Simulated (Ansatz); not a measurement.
## A plane-wave run on Te₂Mo

input.yaml (Ansatz 0.2.0)

```yaml
crystal:
  lattice:
    - [6.235896, 0.0, 0.0]
    - [0.0, 3.470343, 0.0]
    - [0.0, 0.0, 13.966739]
  atoms:
    - { symbol: Mo, position: [0.5414, 0.0, 0.9851] }
    - { symbol: Mo, position: [0.4586, 0.5, 0.4851] }
    - { symbol: Mo, position: [0.9005, 0.5, 0.0] }
    - { symbol: Mo, position: [0.0995, 0.0, 0.5] }
    - { symbol: Te, position: [0.2941, 0.5, 0.0965] }
    - { symbol: Te, position: [0.7059, 0.0, 0.5965] }
    - { symbol: Te, position: [0.3559, 0.0, 0.3449] }
    - { symbol: Te, position: [0.6441, 0.5, 0.8449] }
    - { symbol: Te, position: [0.8517, 0.5, 0.3893] }
    - { symbol: Te, position: [0.1483, 0.0, 0.8893] }
    - { symbol: Te, position: [0.8002, 0.0, 0.14] }
    - { symbol: Te, position: [0.1998, 0.5, 0.64] }
  symmetry: { tolerance: 0.0003 }
kpoints:
  mp_grid: { grid: [6, 10, 3], shift: [0, 0, 0] }
  band_path:
    path:
      - [0.0, 0.0, 0.0]
      - [0.0, -0.5, 0.0]
      - [-0.5, -0.5, 0.0]
      - [-0.5, 0.0, 0.0]
      - [0.0, 0.0, 0.0]
      - [0.0, 0.0, -0.5]
      - [0.0, -0.5, -0.5]
      - [-0.5, -0.5, -0.5]
      - [-0.5, 0.0, -0.5]
      - [0.0, 0.0, -0.5]
      - [0.0, -0.5, 0.0]
    npoints: 6
magnetization:
  spin_polarized: false
scf:
  occupations: { method: fermi_dirac }
  lower_state_search: "off"
  max_iter: 200
hamiltonian:
  pseudopotentials: { kind: paw }
  xc: pbe
basis:
  ecutwfc: 420
  fft_grid_basis: typed
output:
  forces: true
  stress: true
  eigenvalues: true
  populations: true
  elf: true
  write_potential: true
  volumetric_format: npy
  dos:
    e_range: [-12, 8]
    de: 0.05
    projected: { site_lists: { Mo: [Mo], Te: [Te] } }
checkpoint:
  read: saved_state
```

The saved state is an earlier solution for the same cell, perhaps on another mesh. 

Output (shortened):

```
SCF iter   1: F=—  Δρ=1.11e-3  dr2=4.77e-3
SCF iter   2: F=—  Δρ=8.12e-4  dr2=7.27e-3
SCF iter   3: F=—  Δρ=2.04e-4  dr2=3.65e-4
SCF iter   4: F=—  Δρ=4.24e-5  dr2=5.77e-6
SCF iter   5: F=—  Δρ=1.13e-5  dr2=8.59e-7
SCF iter   6: F=-75666.6030 eV  Δρ=4.22e-6  dr2=7.03e-8
Free energy (F): -75666.6030 eV
Harris-Foulkes:  -75666.6030 eV  (|F-HF|=1.29e-8)
Internal energy: -75666.4796 eV  (E = F + TS)
E sigma→0 (E₀):  -75666.5413 eV
Entropy (-TS):   -0.1234 eV (-10.285 meV/atom)
Fermi energy:    12.5818 eV
--- Per-component energies (eV) ---
  E_band       = -2316.7185
  E_kinetic    = 3221.2872
  E_local      = -15394.9174  (includes V_loc(G=0)·N_el)
  E_nonlocal   = -1906.3653
  E_hartree    = 8569.6079
  E_xc         = -1733.1000
  E_vxc        = -1755.9241  (∫ρ·V_xc dr)
  E_paw        = -50107.2979  (= ΣΔE_a)
  E_vpaw       = -3620.0165  (= ΣTr[D̂ρ^β])
  E_aug_tail   = -0.0013  (compensation charges beyond the density's cutoff)
  E_ewald      = -18315.6928
  E_smearing   = -0.1234  (= −TS)
--- Forces (eV/Å), atoms counted from 1 ---
  atom   1  Mo    -0.1202     0.0000     0.0406
  atom   2  Mo     0.1202     0.0000     0.0406
  atom   3  Mo     0.1570     0.0000    -0.0266
  atom   4  Mo    -0.1570     0.0000    -0.0266
  atom   5  Te    -0.0433     0.0000     0.1155
  atom   6  Te     0.0433     0.0000     0.1155
  atom   7  Te     0.0070     0.0000    -0.2955
  atom   8  Te    -0.0070     0.0000    -0.2955
  atom   9  Te    -0.0261     0.0000    -0.1549
  atom  10  Te     0.0261     0.0000    -0.1549
  atom  11  Te     0.0013     0.0000     0.3210
  atom  12  Te    -0.0013     0.0000     0.3210
--- Stress (GPa, compression-positive) ---
        4.9920       0.0000       0.0000
        0.0000       3.2588       0.0000
        0.0000       0.0000       3.4133
  P = ⅓ Tr σ = 3.8880 GPa (38.880 kbar)
--- Löwdin populations: 12 sites ---
  site symbol       q [e]
     0     Mo     14.0241
     1     Mo     14.0241
     2     Mo     14.0243
     3     Mo     14.0243
     4     Te     15.9337
     5     Te     15.9337
     6     Te     15.8528
     7     Te     15.8528
     8     Te     15.9307
     9     Te     15.9307
    10     Te     15.8556
    11     Te     15.8556
  spilling = 0.0041 (of n_electrons = 184.0000)
```

Origin: a known structure type with other elements, at an estimated volume, so it need not be a known compound.
